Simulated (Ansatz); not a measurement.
Here is an Ansatz 0.2.0 calculation.

File input.yaml:

```yaml
crystal:
  lattice:
    - [3.238376246, 0.0, 0.0]
    - [0.0, 3.22164332, 0.0]
    - [-0.0804548793, 0.0, 6.4438887882]
  atoms:
    - { symbol: Bi, position: [0.54424725, 0.0, 0.74957789] }
    - { symbol: Bi, position: [0.45575275, 0.0, 0.25042211] }
hamiltonian:
  xc: pbesol
  pseudopotentials: { kind: paw_fr }
magnetization:
  noncollinear: true
  spin_orbit: true
kpoints:
  mp_grid: { grid: [8, 8, 4] }
  band_path:
    path:
      - [[0.0, 0.0, 0.0], [0.0, 0.0, 0.5], [-0.4969406608, 0.0, 0.512346095], [-0.5, 0.0, 0.5], [-0.5, 0.5, 0.5], [-0.5030593392, 0.5, 0.487653905], [-0.5, 0.5, 0.0], [-0.5, 0.0, 0.0], [-0.5030593392, 0.0, 0.487653905]]
      - [[-0.4969406608, 0.5, 0.512346095], [0.0, 0.5, 0.5], [0.0, 0.5, 0.0]]
      - [[0.0, 0.0, 0.5], [0.0, 0.5, 0.5]]
    npoints: 14
scf:
  occupations: { method: fermi_dirac, width: 0.05 }
  n_extra_bands: 6
output:
  forces: true
  stress: true
  eigenvalues: true
  fatbands: false
```

Potentials or basis: Ansatz PAW.

Command:

```bash
$ ansatz run input.yaml --threads 2 --pin off --max-ram 5632MiB --backend cpu --events-out ev --progress --plain --runs-dir out
```

**Question.** What does it give for the pressure?

**Answer.** 0.7 GPa.

**Question.** What does it give for the band gap on the k mesh?

**Answer.** None (metal or under the smearing width).

**Question.** Predict the largest force.

**Answer.** 0.008 eV/Å.

Levels at the corners of the path, in eV from the Fermi level:
```
point  band 28  band 29  band 30  band 31  band 32  band 33
    Γ     1.28     3.74     3.74     4.07     4.07     4.11
    Y    -2.01     2.99     2.99     3.04     3.04     4.90
    H    -4.45     0.00     0.00     0.26     0.26     5.21
    C    -4.47     0.09     0.09     0.17     0.17     5.28
    E    -3.33    -1.78    -1.78    -1.75    -1.75     2.29
   M1    -3.32    -1.81    -1.81    -1.73    -1.73     2.20
    A    -2.96    -2.52    -2.52    -0.67    -0.67    -0.55
    X    -3.94    -2.54    -2.54     2.32     2.32     4.16
   H1    -4.45     0.00     0.00     0.26     0.26     5.21
    M    -3.32    -1.81    -1.81    -1.73    -1.73     2.20
    D    -4.45     0.11     0.11     0.15     0.15     5.29
    Z    -3.94    -2.54    -2.54     2.73     2.73     3.87
    Y    -2.01     2.99     2.99     3.04     3.04     4.90
    D    -4.45     0.11     0.11     0.15     0.15     5.29
```

Caveat: the PAW data sets come from PBE, with cores solved anew for the run's functional, which leaves a small shift of forces and pressure.
